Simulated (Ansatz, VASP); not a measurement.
B: VASP beside Ansatz

File INCAR:

```
SYSTEM = B
PREC = Accurate
ENCUT = 520
EDIFF = 1E-6
ISMEAR = -1
SIGMA = 0.1
LREAL = .False.
LASPH = .True.
NELM = 100
ALGO = Normal
ISIF = 2
LWAVE = .False.
LCHARG = .False.
GGA = PE
NBANDS = 8
```

KPOINTS

```
Automatic mesh
0
Gamma
  22 22 22
  0 0 0
```

The input POSCAR:

```
B
1.0
   -0.9625452354      0.9625452354      0.9625452354
    0.9625452354     -0.9625452354      0.9625452354
    0.9625452354      0.9625452354     -0.9625452354
B
1
Direct
    0.0000000000      0.0000000000      0.0000000000
```

Input for Ansatz:

```yaml
crystal:
  lattice:
    - [-0.9625452354, 0.9625452354, 0.9625452354]
    - [0.9625452354, -0.9625452354, 0.9625452354]
    - [0.9625452354, 0.9625452354, -0.9625452354]
  atoms:
    - { symbol: B, position: [0.0, 0.0, 0.0] }
kpoints:
  mp_grid: { grid: [22, 22, 22] }
scf:
  occupations: { method: fermi_dirac, width: 0.1 }
hamiltonian:
  xc: pbe
  pseudopotentials: { kind: all_electron, lapw: { basis_error: 0.001 } }
output:
  forces: true
  stress: true
  eigenvalues: true
  populations: true
```

Change from the starting cell: volume scaled by 0.58, LAPW.

Alike in both runs: task single point; functional PBE; k mesh 22 × 22 × 22; occupations fermi-dirac, width 0.1 eV; no spin polarisation.

```csv
,VASP,Ansatz
version,VASP 6.6.1,Ansatz 0.2.0
potentials or method,"VASP PAW PBE potentials, release 64 (B)","all-electron LAPW, scalar-relativistic"
plane-wave cutoff (eV),520,see its input
```

|  | VASP | Ansatz | Ansatz less VASP |
| --- | --- | --- | --- |
| pressure (GPa) | 344.8 | 344.2 | -0.54 |

Ansatz ran all-electron here, so the differences hold the error of VASP's frozen core and of both bases.

Caveats: the cell as given lies far from equilibrium; so large a pressure means that the cell lies far from this level's equilibrium, or that cutoff or potentials fall short (VASP).
